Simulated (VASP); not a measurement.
Write the native input for VASP 6.6.1 that does the following.

```
Task                   : relaxation of the atoms
Functional             : LDA
Potentials or basis    : VASP PAW LDA potentials, release 64 (Pt)
Cutoff                 : 520 eV
k mesh                 : 9 × 9 × 1
Occupations            : methfessel-paxton, width 0.1 eV
Spin                   : no spin polarisation
Dipole correction      : yes
Further INCAR settings : ALGO = Fast; EDIFF = 1e-06; IBRION = 2; EDIFFG = -0.02; NSW = 90
```

The structure of Pt lies in POSCAR:

```
Pt
1.0
    3.8601100000      0.0000000000      0.0000000000
    0.0000000000      3.8601100000      0.0000000000
    0.0000000000      0.0000000000     27.7516774200
Pt
8
Direct
    0.5000000000      0.0000000000      0.3940342000
    0.0000000000      0.5000000000      0.3940342000
    0.0000000000      0.0000000000      0.4646792600
    0.5000000000      0.5000000000      0.4646792600
    0.5000000000      0.0000000000      0.5353207400
    0.0000000000      0.5000000000      0.5353207400
    0.0000000000      1.0000000000      0.6059658000
    0.5000000000      0.5000000000      0.6059658000
```

The cell was built by a generator and needn't be a form met in nature.

One way to write it, as run:

INCAR

```
SYSTEM = Pt
ALGO     = Fast           ! electronic algorithm
DIPOL    = 0.5 0.5 0.500
EDIFF    = 1E-6           ! SCF threshold, eV
EDIFFG   = -0.02          ! ionic threshold
ENCUT    = 520            ! plane-wave cutoff, eV
GGA      = CA             ! functional
IBRION   = 2              ! ionic algorithm
IDIPOL   = 3            
ISIF     = 2              ! what is computed and relaxed
ISMEAR   = 1              ! smearing method
KPAR     = 2            
LASPH    = .True.         ! aspherical terms in the spheres
LCHARG   = .False.        ! write CHGCAR
LDIPOL   = .True.       
LREAL    = .False.        ! projectors in reciprocal space
LWAVE    = .False.        ! write WAVECAR
NELM     = 120            ! most SCF steps
NSW      = 90             ! ionic steps
PREC     = Accurate       ! precision mode
SIGMA    = 0.1            ! smearing width, eV
```

KPOINTS

```
k-points
0
Gamma
  9 9 1
  0 0 0
```

Potentials or basis: VASP PAW LDA potentials, release 64 (Pt).

Launch:

```sh
$ cat potpaw_LDA.64/Pt/POTCAR > POTCAR
$ mpirun -np 2 vasp_std > vasp.out
```

Results of the run:

```yaml
Energy_gained_by_relaxing: 3.7 meV/atom
Ionic_steps: 7
Largest_force_after_relaxing: 0.014 eV/Å
Band_gap_on_the_k_mesh: none (metal or under the smearing width)
```

It took 8.9 min on 2 MPI ranks on Intel(R) Xeon(R) 6975P-C (Granite Rapids), with other jobs on the host, peak memory 0.46 GiB a rank.
